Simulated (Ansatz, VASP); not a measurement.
# BAs: VASP beside Ansatz

```
CELL_PARAMETERS angstrom
0.00000 2.33974 2.33974
2.33974 0.00000 2.33974
2.33974 2.33974 0.00000
ATOMIC_POSITIONS crystal
As 0.75000 0.75000 0.75000
B 0.00000 0.00000 0.00000
```

Change from the starting cell: volume scaled by 0.94.

Alike in both runs: task single point; functional r2SCAN; k mesh 10 × 10 × 10; occupations fermi-dirac, width 0.05 eV; no spin polarisation.

|  | VASP | Ansatz |
| --- | --- | --- |
| version | VASP 6.6.1 | Ansatz 0.2.0 |
| potentials or method | VASP PAW PBE potentials, release 64 (As, B) | Ansatz PAW |
| plane-wave cutoff (eV) | 520 | 500 |
| valence electrons in the cell | 8 | 18 |

```tsv
	VASP	Ansatz	Ansatz less VASP
gap on the k mesh at the Fermi level (eV)	1.30	1.30	+0.003
least direct gap on the mesh (eV)	3.52	3.52	-0.003
pressure (GPa)	11.1	10.7	-0.44
```

The functional is the same, so the differences come from potentials, cutoffs and numerics. The two sets of potentials don't hold the same shells in valence.

Caveats: the PAW data sets were made with another functional, which shifts forces and pressure a little (VASP); the PAW data sets come from PBE, with cores solved anew for the run's functional, which leaves a small shift of forces and pressure (Ansatz). A k mesh can miss the band edges.
